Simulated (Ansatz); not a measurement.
**How far is this In₂As₃ from the hull?**

Theory: DFT PBE, scalar-relativistic, plane waves, PAW (Ansatz 0.2.0). Settings: cutoff 420 eV, Γ-centred meshes spaced at most about 0.3 Å⁻¹, and about 0.25 Å⁻¹ or finer for metals (2π included), Gaussian smearing. No spin polarisation.

Formation energies are uncorrected and refer to the elements' standard structures at the same level.

Temperature and zero-point effects are left out. In In2As3 Pm-3m an odd number of electrons in the primitive cell allows no gap without spin; a larger cell or a magnetic state could open one. The reference form of As is held partly by dispersion forces, which this level lacks.

The competitors are the elements and 1 reference phase of this chemical system (from databases or known types: InAs), relaxed at the same level; other known phases may be missing.

The candidate was reached from: random cell.

```cif
data_structure
_symmetry_space_group_name_H-M 'Pm-3m'
_symmetry_Int_Tables_number 221
_cell_length_a 5.3087
_cell_length_b 5.3087
_cell_length_c 5.3087
_cell_angle_alpha 90.000
_cell_angle_beta 90.000
_cell_angle_gamma 90.000
_cell_volume 149.61
loop_
_atom_site_label
_atom_site_type_symbol
_atom_site_symmetry_multiplicity
_atom_site_Wyckoff_symbol
_atom_site_fract_x
_atom_site_fract_y
_atom_site_fract_z
_atom_site_occupancy
In1 In 1 b 0.50000 0.50000 0.50000 1
In2 In 1 a 0.00000 0.00000 0.00000 1
As1 As 3 c 0.00000 0.50000 0.50000 1
```

The lowest competing mixture at this composition:

| phase | space group | source | share of atoms | ΔE_f (eV/atom) |
| --- | --- | --- | --- | --- |
| As | - | element | 0.2000 | -0.0005 |
| InAs | F-43m (No. 216) | Materials Project | 0.8000 | -0.244 |

The lowest database cell of As (-0.0005) lies slightly below the reference, hence the non-zero entry.

Question: What are the hull's energy here, the candidate's formation energy and its margin?

Answer: The hull lies at -0.195 eV/atom, the weighted sum of the last column. The candidate has 0.760 eV/atom, which is 0.96 eV/atom above it. The candidate matches no cell in the subsets of the Crystallography Open Database and the Materials Project at hand. The margin is far too high for a likely synthesis.
